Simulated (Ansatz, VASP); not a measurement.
**Two plane-wave programs on Pt**

```
Pt
1.0
     0.00000    1.95899    1.95899
     1.95899    0.00000    1.95899
     1.95899    1.95899    0.00000
Pt
1
Cartesian
  0.0000 0.0000 0.0000
```

Alike in both runs: functional PBEsol; k mesh 18 × 18 × 18; occupations gaussian, width 0.1 eV; no spin polarisation.

Ansatz relaxed the structure, and its values are those at the end. VASP's run is a single point on that final structure, the one shown.

```csv
,VASP,Ansatz
version,VASP 6.6.1,Ansatz 0.2.0
potentials or method,"VASP PAW PBE potentials, release 64 (Pt)","scalar-relativistic, plane waves, PAW"
plane-wave cutoff (eV),520,420
valence electrons in the cell,10,18
```

```csv
,VASP,Ansatz,Ansatz less VASP
gap on the k mesh at the Fermi level (eV),none,none,-
pressure (GPa),-0.4,0.0,+0.39
```

A gap of «none» marks a metal or a gap that the smearing closes. The two sets of potentials don't hold the same shells in valence.

Caveats: the PAW data sets were made with another functional, which shifts forces and pressure a little (VASP). Spin-orbit coupling is left out, which matters for the levels of Pt.
